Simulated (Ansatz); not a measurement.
# SrTiO3: equation of state

One table from this session's results is given with a row withheld; the runs are named, their logs left out.

Method: DFT PBE, scalar-relativistic, in Ansatz 0.2.0.

## The system as given

Symmetry: Pm-3m, No. 221, cubic system. The conventional cell has a = 3.905 Å, b = 3.905 Å, c = 3.905 Å, α = 90.00°, β = 90.00°, γ = 90.00°. Around Sr (site symmetry m-3m) lie 12 O at 2.76 Å. Around Ti (site symmetry m-3m) lie 6 O at 1.95 Å. O (site symmetry 4/mmm) has 2 Ti at 1.95 Å and 4 Sr at 2.76 Å as nearest neighbours.

Structure file:

```
CELL_PARAMETERS angstrom
3.90500 0.00000 0.00000
0.00000 3.90500 0.00000
0.00000 0.00000 3.90500
ATOMIC_POSITIONS crystal
Sr 0.00000 0.00000 0.00000
Ti 0.50000 0.50000 0.50000
O 0.00000 0.50000 0.50000
O 0.50000 0.00000 0.50000
O 0.50000 0.50000 0.00000
```

Atoms are numbered in the order of the input: Sr1, Ti2, O3, O4, O5.

Set-up of the first run:

Input file input.yaml:

```yaml
crystal:
  lattice:
    - [3.8252837545, 0.0, 0.0]
    - [0.0, 3.8252837545, 0.0]
    - [0.0, 0.0, 3.8252837545]
  atoms:
    - { symbol: Sr, position: [0.0, 0.0, 0.0] }
    - { symbol: Ti, position: [0.5, 0.5, 0.5] }
    - { symbol: O, position: [0.0, 0.5, 0.5] }
    - { symbol: O, position: [0.5, 0.0, 0.5] }
    - { symbol: O, position: [0.5, 0.5, 0.0] }
kpoints:
  mp_grid: { grid: [7, 7, 7] }
  band_path:
    path:
      - [0.0, 0.0, 0.0]
      - [0.0, 0.5, 0.0]
      - [0.5, 0.5, 0.0]
      - [0.0, 0.0, 0.0]
      - [0.5, 0.5, 0.5]
      - [0.0, 0.5, 0.0]
      - [0.5, 0.5, 0.5]
      - [0.5, 0.5, 0.0]
    npoints: 5
scf:
  occupations: { method: fermi_dirac, width: 0.05 }
hamiltonian:
  xc: pbe
  pseudopotentials: { kind: all_electron, lapw: { basis_error: 0.001 } }
output:
  forces: true
  stress: true
  eigenvalues: true
```

Run with:

```bash
$ ansatz run input.yaml --threads 2 --pin off --max-ram 6144MiB --backend cpu --events-out ev --progress --plain --runs-dir out
```

Steps of the session up to this table: Volume × 0.94, LAPW; Volume × 0.94, PAW; Volume × 0.94, crystal datasets; Volume × 0.98, LAPW; Volume × 0.98, PAW; Volume × 0.98, crystal datasets; Volume × 1.01, LAPW; Volume × 1.01, PAW; Volume × 1.01, crystal datasets; Volume × 1.04, LAPW; Volume × 1.04, PAW; Volume × 1.04, crystal datasets.

One table of the session follows, with a row left open; its other results are not shown here.

```
          method  volume (Å³/atom)  pressure (GPa)  gap on the k mesh (eV)
            LAPW            11.195           17.63                    2.07
            LAPW            11.671            8.29                    1.99
            LAPW            12.029            2.47                    1.93
            LAPW            12.386           -2.50                    1.87
             PAW            11.195           17.68                    2.07
             PAW            11.671            8.31                    1.99
             PAW            12.029            2.48                    1.93
             PAW            12.386           -2.50                    1.87
crystal datasets            11.195           17.63                    2.07
crystal datasets            11.671               ?                       ?
crystal datasets            12.029            2.47                    1.93
crystal datasets            12.386           -2.50                    1.87
```

Q: Estimate the row for crystal datasets, 11.671 from the others.

**Answer.** pressure (GPa): 8.28; gap on the k mesh (eV): 1.99. In the column «pressure (GPa)» it lies between PAW, 12.029 (2.48) and LAPW, 11.671 (8.29).

To keep in mind: Shape and positions are held, so a fully relaxed modulus can be lower. Warnings in the runs' records: gradients without spin orbit, crystal datasets made.
